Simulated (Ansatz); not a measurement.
# WS2: the cost of one run

Computed with Ansatz 0.2.0 (DFT PBE+D3(BJ), scalar-relativistic, plane waves, PAW, and further levels as typed in the inputs, unless a step's input says otherwise).

## (1) The starting structure

The structure is hexagonal, space group P-6m2 (No. 187). The conventional cell has a = 3.153 Å, b = 3.153 Å, c = 21.140 Å, α = 90.00°, β = 90.00°, γ = 120.00°. S (site symmetry 3m) has 3 W at 2.40 Å as nearest neighbours. W (site symmetry -6m2) is surrounded by 6 S at 2.40 Å.

As a file:

```xyz
3
Lattice="3.1530 0.0000 0.0000 -1.5765 2.7306 0.0000 0.0000 0.0000 21.1400" Properties=species:S:1:pos:R:3 pbc="T T T"
S     1.5765    0.9102    9.0000
W     0.0000    1.8204   10.5700
S     1.5765    0.9102   12.1400
```

## (2) Relaxing the atoms: WS2 sheet, no spin

File input.yaml:

```yaml
crystal:
  lattice:
    - [3.153, 0.0, 0.0]
    - [-1.5765, 2.7305780981, 0.0]
    - [0.0, 0.0, 21.14]
  atoms:
    - { symbol: S, position: [0.6666666667, 0.3333333333, 0.4257332072] }
    - { symbol: W, position: [0.3333333333, 0.6666666667, 0.5] }
    - { symbol: S, position: [0.6666666667, 0.3333333333, 0.5742667928] }
  periodic: [true, true, false]
scf:
  occupations: { method: gaussian, width: 0.02 }
  n_extra_bands: 6
output:
  forces: true
  stress: false
  write_density: true
  write_potential: true
  elf: true
  volumetric_format: npy
kpoints:
  mp_grid: { grid: [12, 12, 1] }
hamiltonian:
  xc: pbe
  dispersion: d3bj
relax:
  f_tol: 0.01
  max_steps: 100
```

Run with:

```bash
$ ansatz run input.yaml --threads 8 --pin off --max-ram 32768MiB --backend cpu --events-out ev --progress --plain --runs-dir out
```

Q: Estimate wall time and peak memory on 8 threads of Intel Xeon at 2.70GHz, shared host.

About 6.7 s, with a peak of 0.71 GiB.
